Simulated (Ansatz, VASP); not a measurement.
## GaSi23O48 (Ga_Si) in two plane-wave programs

Wanted: the spread between two codes on one cell, functional and k mesh. Of the first pair: The structure shown is the start of the Ansatz relaxation below; VASP solves that cell, so the two are compared at the walk's first step.

Method: plane waves, with VASP 6.6.1 beside it; r2SCAN, in Ansatz 0.2.0.

**1. The starting structure**

The cell holds 72 atoms: 23 Si, 48 O and 1 Ga. Cell: a = 9.842 Å, b = 9.842 Å, c = 10.833 Å, α = 90.0°, β = 90.0°, γ = 120.0°. It derives from SiO2 (SiO2 (P3_121)). Nearest the centre at fractional (0.266, 0.266, 0.500): Ga72 at 0.05 Å, O33 at 1.58 Å, O31 at 1.63 Å, O29 at 1.66 Å, O24 at 1.66 Å, Si2 at 3.04 Å, Si13 at 3.05 Å, Si11 at 3.06 Å. The cell carries charge +1.

Structure file:

```
Si O Ga
1.0
     9.84220    0.00000    0.00000
    -4.92110    8.52360    0.00000
     0.00000    0.00000   10.83307
Si O Ga
23 48 1
Cartesian
  1.3305 2.2449 10.7931
  8.6838 2.0014 3.6607
  2.3067 0.0410 1.7769
  -1.1295 2.0369 9.0065
  2.2929 0.0235 7.2635
  -1.1972 6.5253 0.0251
  6.1994 6.2355 3.5782
  -0.2006 4.2485 1.8106
  -1.1612 6.5729 5.4046
  6.2043 6.2188 9.0423
  -0.1208 4.2971 7.2067
  6.2059 2.2863 0.0386
  3.7529 2.0462 3.6054
  7.1830 0.0096 1.7884
  6.1832 2.2511 5.3973
  3.7708 2.0422 9.0519
  2.2904 8.4846 7.1960
  3.7637 6.5111 0.0479
  1.3504 6.2572 3.5872
  4.7569 4.2786 1.8512
  3.7564 6.5290 5.3679
  1.3010 6.3045 9.0506
  4.7743 4.2258 7.1879
  0.2826 1.7630 4.2062
  0.7882 3.6735 0.6809
  -1.1227 3.1148 2.4072
  1.3483 1.1568 1.2099
  3.2901 0.6043 2.9831
  2.8097 2.5052 4.7509
  0.3551 1.7690 9.6542
  0.7987 3.6890 6.0334
  -1.0917 3.1229 7.9101
  1.3368 1.1753 6.5615
  3.2157 0.6407 8.4220
  2.7252 2.5270 10.1931
  -2.1777 5.9839 4.2300
  -1.6481 7.9009 0.6774
  -3.5658 7.3479 2.4070
  -1.0817 5.3590 1.1698
  0.8257 4.8694 2.9492
  0.2902 6.7601 4.7309
  -2.1262 6.0490 9.6334
  -1.6306 7.9206 6.0628
  -3.5596 7.3429 7.8256
  -1.0560 5.3740 6.5984
  0.8142 4.8812 8.4266
  0.3279 6.7266 10.1665
  5.1820 1.7485 4.2358
  5.6898 3.6305 0.6839
  3.8795 3.1026 2.4348
  6.2440 1.1456 1.1786
  8.1236 0.6106 3.0022
  7.6552 2.4901 4.7425
  5.2182 1.7130 9.6756
  5.6903 3.6669 6.0995
  3.8660 3.1509 7.8690
  6.2664 1.1041 6.5803
  8.2008 0.5887 8.4100
  7.6547 2.4716 10.1723
  2.7609 5.9867 4.2837
  3.2899 7.9125 0.6234
  1.4064 7.3416 2.4493
  3.8507 5.4109 1.2131
  5.7076 4.8863 3.0211
  5.2770 6.7517 4.7744
  2.7588 6.0467 9.6233
  3.2311 7.8606 6.0587
  1.4059 7.3586 7.8920
  3.8685 5.4121 6.6174
  5.7140 4.8970 8.3447
  5.1818 6.7603 10.2126
  1.2568 2.2647 5.4199
```

**2. Ansatz: relaxation, r2SCAN**

Ansatz runs on its PAW soft_1 files.

The two programs are compared at the cell with which this relaxation starts, whose forces are those of its first step.

Input file input.yaml:

```yaml
crystal:
  lattice:
    - [4.92110207, 0.0, 0.0]
    - [-2.46055103, 4.2617994, 0.0]
    - [0.0, 0.0, 5.41653476]
  atoms:
    - { symbol: Si, position: [0.53102872, 0.53102872, 0.0] }
    - { symbol: Si, position: [0.0, 0.46897128, 0.66666667] }
    - { symbol: Si, position: [0.46897128, 0.0, 0.33333333] }
    - { symbol: O, position: [0.26903805, 0.413213, 0.78458424] }
    - { symbol: O, position: [0.586787, 0.85582505, 0.11791757] }
    - { symbol: O, position: [0.14417495, 0.73096195, 0.4512509] }
    - { symbol: O, position: [0.413213, 0.26903805, 0.21541576] }
    - { symbol: O, position: [0.73096195, 0.14417495, 0.5487491] }
    - { symbol: O, position: [0.85582505, 0.586787, 0.88208243] }
  supercell: [2, 2, 2]
  defects: [{ substitution: { at: 9, symbol: Ga } }]
total_charge: 1
basis:
  ecutwfc: 500
  xc_grid: 2
hamiltonian:
  xc: r2scan
  pseudopotentials: { kind: paw, azcp: { folder: soft_1 } }
kpoints:
  mp_grid: { grid: [1, 1, 1], shift: [0.25, 0.25, 0.25] }
magnetization:
  spin_polarized: true
  initial_magnetization: 2
  spin_locking: { lock_magnetization: hard }
scf:
  occupations: { method: fixed }
  max_iter: 80
output:
  forces: true
  charged_corrections: { epsilon: [2.49, 2.49, 2.52], static_epsilon: [4.64, 4.64, 4.86] }
relax:
  f_tol: 0.02
  max_steps: 80
  random_displacement: { amplitude: 0.05, seed: 5027 }
checkpoint:
  write: "../qp1_M2.relax.run"
  compress: false
  write_wavefunctions: true
  write_every: 100000
```

Launch:

```sh
> ansatz run input.yaml --threads 8 --pin off --max-ram 22609MiB --backend cpu --events-out ev --progress --plain --runs-dir out
```

Numbers of over 12 decimals in the logs are rounded to 6 here.

The program printed:

```text
Warning: This run holds its total moment fixed (magnetization.spin_locking.lock_magnetization: hard) and mixes its density by anderson or broyden (scf.mixing.algorithm, typed or taken by auto). Slabs with a fixed moment have converged under broyden above another state at the same moment, at the default mixing steps and at smaller ones, and under scf.lower_state_search: standard, light or off a state that such a mixer [...]
Engine: ansatz 0.2.0, aarch64-unknown-linux-gnu
Pseudopotentials: kind: paw
Pseudopotential: Si, paw, valence charge 4, recommended cutoff 500 eV (meta_gga), soft_1/Si.paw.azcp
Pseudopotential: O, paw, valence charge 6, recommended cutoff 500 eV (meta_gga), soft_1/O.paw.azcp
Pseudopotential: Ga, paw, valence charge 13, recommended cutoff 500 eV (meta_gga), soft_1/Ga.paw.azcp
Functional definition: r2SCAN
  parameter k0 = 0.174
  parameter k1 = 0.065
  parameter a1 = 4.9479
  exchange = r2scan_x(k0 = k0, k1 = k1, a1 = a1)
  correlation = r2scan_c
Crystal: 72 atoms, lattice volume = 908.797 Å³
Basis set: ecut = 500 eV, 23025 PW (Γ), exchange–correlation on 144×144×160 points (8 copies of the dense FFT grid, shifted against one another)
Bands: 269, of which v1, the nominal top of the filled ones, is band 196 counted from 1 (195 counted from 0)
Symmetry: 1 space group operations
k-points: 1
Non-local potential: Si, projectors of the file, l = 0: 2, l = 1: 2, l = 2: 1
Non-local potential: O, projectors of the file, l = 0: 2, l = 1: 2, l = 2: 1
Non-local potential: Ga, projectors of the file, l = 0: 2, l = 1: 2, l = 2: 3, l = 3: 1
PAW form: soft (Blöchl's): semilocal exchange-correlation on the pseudo side does not see the compensation charge
PAW frozen core: Si, regenerated for the run's functional (the file was generated under x = pbe(κ = 0.804, μ = 0.219515), c = pbe(β = 0.066725))
PAW frozen core: O, regenerated for the run's functional (the file was generated under x = pbe(κ = 0.804, μ = 0.219515), c = pbe(β = 0.066725))
PAW frozen core: Ga, regenerated for the run's functional (the file was generated under x = pbe(κ = 0.804, μ = 0.219515), c = pbe(β = 0.066725))
PAW one-centre angular grid: Si, 302 points (default); XC on 160 Gauss nodes
PAW one-centre angular grid: O, 302 points (default); XC on 160 Gauss nodes
PAW one-centre angular grid: Ga, 590 points (default); XC on 160 Gauss nodes
Initial density: superposition of atomic densities (chi_scale 0.1, normalization cell, long waves kept (reshape's long-wave potential 0.39 eV rms))
Starting moments: Σ|m| = 2 μB on 72 of 72 sites
Initial wavefunctions: pseudopotential atomic-orbital guess
Functional: x = r2scan, c = r2scan; τ floored in thin density (d = 2e-4 eV/Å³)
SCF iter   1: F=—  HF=-45900.454313 eV  |F-HF|=—  |Δ(HF+E_count)|=         —  Δρ=6.83e-2 (↑6.83e-2 ↓6.73e-2)  dr2=1.56e2  dr2_τ=4.07e0  dr2_m=2.73e-1  M=2.000 μB ∫|m|=2.035 μB  β_m=1.20  ethr=3.10e-3  ⟨swp⟩=5.0  Hψ=1940  notcnv=0  defer=140
preconditioner: auto → Resta (q_TF=auto, 2.372 Å⁻¹)  ε∞=2.6  [insulator: Δε(μ)=0.024 eV  Ē_g=19.424 eV  n_scr=212 (ndim 8)  ℏωp=24.4 eV  f_vac=0.005  ε∞_Penn≈2.6]
spin=Collinear: Resta preconditioning applied to the charge; magnetization (m = ρ↑ − ρ↓) channel mixes plain (no charge-response kernel on spin).
SCF iter   2: F=—  HF=-45868.218227 eV  |F-HF|=—  |Δ(HF+E_count)|=    3.22e1  Δρ=3.52e-2 (↑3.38e-2 ↓3.52e-2)  dr2=4.27e1  dr2_τ=4.62e-1  dr2_m=3.48e-1  M=2.000 μB ∫|m|=2.316 μB  β_m=1.20  ethr=3.10e-3  ⟨swp⟩=2.5  Hψ=956  notcnv=0  defer=140  κ⁻¹=1.0e0(r=1)
SCF iter   3: F=—  HF=-45863.964018 eV  |F-HF|=—  |Δ(HF+E_count)|=    4.25e0  Δρ=2.67e-2 (↑1.77e-2 ↓2.67e-2)  dr2=9.62e0  dr2_τ=2.34e-1  dr2_m=1.13e0  M=2.000 μB ∫|m|=2.552 μB  β_m=1.20  ethr=3.10e-3  ⟨swp⟩=3.0  Hψ=933  notcnv=0  defer=140  κ⁻¹=2.3e-1(r=2)
SCF iter   4: F=—  HF=-45864.217308 eV  |F-HF|=—  |Δ(HF+E_count)|=   2.53e-1  Δρ=1.53e-2 (↑1.38e-2 ↓1.53e-2)  dr2=4.22e0  dr2_τ=7.60e-2  dr2_m=9.32e-2  M=2.000 μB ∫|m|=2.368 μB  β_m=1.20  ethr=2.45e-3  ⟨swp⟩=2.0  Hψ=560  notcnv=0  defer=140  κ⁻¹=3.6e-2(r=3)
SCF iter   5: F=—  HF=-45864.472311 eV  |F-HF|=—  |Δ(HF+E_count)|=   2.55e-1  Δρ=1.42e-2 (↑8.98e-3 ↓1.42e-2)  dr2=3.23e0  dr2_τ=6.52e-2  dr2_m=3.07e-1  M=2.000 μB ∫|m|=2.371 μB  β_m=1.20  ethr=1.08e-3  ⟨swp⟩=2.5  Hψ=506  notcnv=0  defer=142  κ⁻¹=2.0e-2(r=4)
SCF iter   6: F=—  HF=-45864.511735 eV  |F-HF|=—  |Δ(HF+E_count)|=   3.94e-2  Δρ=9.47e-3 (↑7.54e-3 ↓9.47e-3)  dr2=1.25e0  dr2_τ=2.99e-2  dr2_m=9.05e-2  M=2.000 μB ∫|m|=2.306 μB  β_m=1.20  ethr=8.23e-4  ⟨swp⟩=2.5  Hψ=484  notcnv=0  defer=142  κ⁻¹=1.1e-2(r=5)
[...]
k-point 0 ↓: bands = [... 192 lower, 1.9945, 2.0080, 2.0893, 2.1226, 2.1990, 9.2986, 9.9324, 10.2290, ... 69 higher]
--- Relaxed structure (12 steps of the walk, 12 accepted, 0 SCFs on fresh bases) ---
  F+E_penalty+E_count = -45869.56562669 eV   max|allowed force component| = 1.593e-2 eV/Å
  atoms:
    - { symbol: Si, position: [0.269896, 0.269620, -0.00036245] }
    - { symbol: Si, position: [-0.00442793, 0.228827, 0.328845] }
    - { symbol: Si, position: [0.234968, 0.00195424, 0.167997] }
    - { symbol: O, position: [0.132717, 0.195348, 0.375025] }
    - { symbol: O, position: [0.297793, 0.431349, 0.060488] }
    - { symbol: O, position: [0.069493, 0.361130, 0.221823] }
    - { symbol: O, position: [0.212289, 0.139006, 0.107698] }
    - { symbol: O, position: [0.367599, 0.070997, 0.275751] }
    - { symbol: O, position: [0.460642, 0.307990, 0.439638] }
    - { symbol: Ga, position: [0.275601, 0.277137, 0.499256] }
    - { symbol: Si, position: [0.00194943, 0.234694, 0.832525] }
    - { symbol: Si, position: [0.229462, -0.00321111, 0.671494] }
    - { symbol: O, position: [0.139640, 0.211650, 0.891460] }
    - { symbol: O, position: [0.302861, 0.460581, 0.557631] }
    - { symbol: O, position: [0.069941, 0.367283, 0.724964] }
    - { symbol: O, position: [0.197005, 0.132694, 0.621984] }
    - { symbol: O, position: [0.361518, 0.068624, 0.778672] }
    - { symbol: O, position: [0.432002, 0.297686, 0.939177] }
    - { symbol: Si, position: [0.262784, 0.765003, 0.00207826] }
    - { symbol: Si, position: [-0.000873437, 0.736078, 0.333029] }
    - { symbol: Si, position: [0.234487, 0.499767, 0.167747] }
    - { symbol: O, position: [0.134702, 0.710022, 0.392571] }
    - { symbol: O, position: [0.290342, 0.927512, 0.059767] }
    - { symbol: O, position: [0.071969, 0.869153, 0.226886] }
    - { symbol: O, position: [0.206632, 0.634795, 0.110334] }
    - { symbol: O, position: [0.359045, 0.568492, 0.279964] }
    - { symbol: O, position: [0.425766, 0.795060, 0.444361] }
    - { symbol: Si, position: [0.264154, 0.771197, 0.501002] }
    - { symbol: Si, position: [-0.00552462, 0.726672, 0.835036] }
    - { symbol: Si, position: [0.229707, 0.510416, 0.670444] }
    - { symbol: O, position: [0.129665, 0.700592, 0.895711] }
    - { symbol: O, position: [0.292544, 0.935490, 0.558197] }
    - { symbol: O, position: [0.069209, 0.855639, 0.726215] }
    - { symbol: O, position: [0.199949, 0.645677, 0.614240] }
    - { symbol: O, position: [0.358813, 0.576347, 0.779839] }
    - { symbol: O, position: [0.426689, 0.797079, 0.942780] }
    - { symbol: Si, position: [0.765168, 0.262632, -0.0018655] }
    - { symbol: Si, position: [0.511168, 0.230833, 0.329739] }
    - { symbol: Si, position: [0.725252, -0.00510665, 0.165550] }
[...]
- { symbol: Si, position: [0.772061, 0.264340, 0.500097] }
    - { symbol: Si, position: [0.500348, 0.233770, 0.832109] }
    - { symbol: Si, position: [0.736357, -0.000748375, 0.667705] }
[...]
- { symbol: Si, position: [0.762413, 0.763200, 0.000336783] }
    - { symbol: Si, position: [0.495142, 0.733095, 0.336306] }
    - { symbol: Si, position: [0.739659, 0.500671, 0.163555] }
[...]
- { symbol: O, position: [0.868251, 0.572466, 0.272414] }
    - { symbol: O, position: [0.924284, 0.791440, 0.440231] }
    - { symbol: Si, position: [0.762117, 0.762396, 0.500242] }
    - { symbol: Si, position: [0.499932, 0.738344, 0.836019] }
    - { symbol: Si, position: [0.733303, 0.495545, 0.664174] }
    - { symbol: O, position: [0.630064, 0.703834, 0.893669] }
    - { symbol: O, position: [0.791937, 0.924820, 0.560120] }
    - { symbol: O, position: [0.572838, 0.867581, 0.727772] }
    - { symbol: O, position: [0.705373, 0.630625, 0.607166] }
    - { symbol: O, position: [0.859714, 0.564320, 0.775811] }
    - { symbol: O, position: [0.924055, 0.789987, 0.940658] }
```

The column dr2 measures how far the density is from self-consistency, as an energy; F and HF (Harris–Foulkes) agree once it is small.

(Continued in part 2 of 3.)

[Lines on the potential files, build, host, timing and source positions are cut from VASP's logs without a mark.]

[Logs are printed without paths, hosts, clocks, repeated set-up lines and the standing remarks that a program may print on its own settings, such as how far it seeks lower states.]

[Hosts, paths, dates, database ids (printed as entryN), source tags and the programs' standing remarks are cut or masked in the printed files.]
